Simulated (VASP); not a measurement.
Write the native input for VASP 6.6.1 that does the following.

- Task: relaxation of cell and atoms
- Functional: PBEsol
- Potentials or basis: VASP PAW PBE potentials, release 64 (Ba_sv, Sr_sv, Ti_sv, O)
- Cutoff: 600 eV
- k mesh: 6 × 6 × 6
- Occupations: gaussian, width 0.03 eV
- Spin: no spin polarisation
- Further INCAR settings: ALGO = Normal; EDIFF = 1e-06; IBRION = 2; EDIFFG = -0.01; NSW = 90; ISIF = 3

The structure of BaSrTi2O6 lies in POSCAR:

```
BaSrTi2O6
1.0
   -3.9556400000      3.9556400000      3.9556400000
    3.9556400000     -3.9556400000      3.9556400000
    3.9556400000      3.9556400000     -3.9556400000
Ba Sr Ti O
2 2 4 12
Direct
    0.5000000000      0.5000000000      0.5000000000
    0.0000000000      0.0000000000      0.5000000000
    0.0000000000      0.5000000000      0.0000000000
    0.5000000000      0.0000000000      0.0000000000
    0.0000000000      0.0000000000      0.0000000000
    0.5000000000      0.5000000000      0.0000000000
    0.5000000000      0.0000000000      0.5000000000
    0.0000000000      0.5000000000      0.5000000000
    0.0000000000      0.2500000000      0.2500000000
    0.5000000000      0.7500000000      0.2500000000
    0.5000000000      0.2500000000      0.7500000000
    0.0000000000      0.7500000000      0.7500000000
    0.2500000000      0.0000000000      0.2500000000
    0.7500000000      0.5000000000      0.2500000000
    0.7500000000      0.0000000000      0.7500000000
    0.2500000000      0.5000000000      0.7500000000
    0.2500000000      0.2500000000      0.0000000000
    0.7500000000      0.7500000000      0.0000000000
    0.7500000000      0.2500000000      0.5000000000
    0.2500000000      0.7500000000      0.5000000000
```

The cell was built by a generator and needn't be a form met in nature.

These files were run (other wordings do the same):

INCAR

```
SYSTEM = BaSrTi2O6
  ALGO = Normal
  EDIFF = 1E-6
  EDIFFG = -0.01
  ENCUT = 600
  GGA = PS
  IBRION = 2
  ISIF = 3
  ISMEAR = 0
  LASPH = .TRUE.
  LCHARG = .FALSE.
  LREAL = .FALSE.
  LUSENCCL = .FALSE.
  LWAVE = .FALSE.
  NELM = 80
  NSW = 90
  PREC = Accurate
  SIGMA = 0.03
```

KPOINTS

```
k-points
0
G
  6 6 6
  0 0 0
```

Potentials or basis: VASP PAW PBE potentials, release 64 (Ba_sv, Sr_sv, Ti_sv, O).

The run is started by

```bash
$ cat potpaw_PBE.64/Ba_sv/POTCAR potpaw_PBE.64/Sr_sv/POTCAR potpaw_PBE.64/Ti_sv/POTCAR potpaw_PBE.64/O/POTCAR > POTCAR
$ mpirun -np 1 vasp_std > vasp.out
```

It gave:

The relaxed volume is 12.23 Å³/atom, the relaxed cell is a = 6.823 Å, b = 6.823 Å, c = 6.823 Å, α = 109.45°, β = 109.45°, γ = 109.52° and the space group after relaxing (to 0.05 Å) is P4/mmm (No. 123). The energy gained by relaxing is 3.4 meV/atom and the ionic steps are 5. The pressure after relaxing is 0.0 GPa and the band gap on the k mesh is 1.76 eV.

Caveat: the PAW data sets were made with another functional, which shifts forces and pressure a little; spin-orbit coupling is left out, which moves the levels of the heavy elements.

It took 43 min on 1 × NVIDIA H100 80GB with 1 thread of AMD EPYC 7R13 Processor (Zen 3) (shared host), peak memory 1.9 GiB.
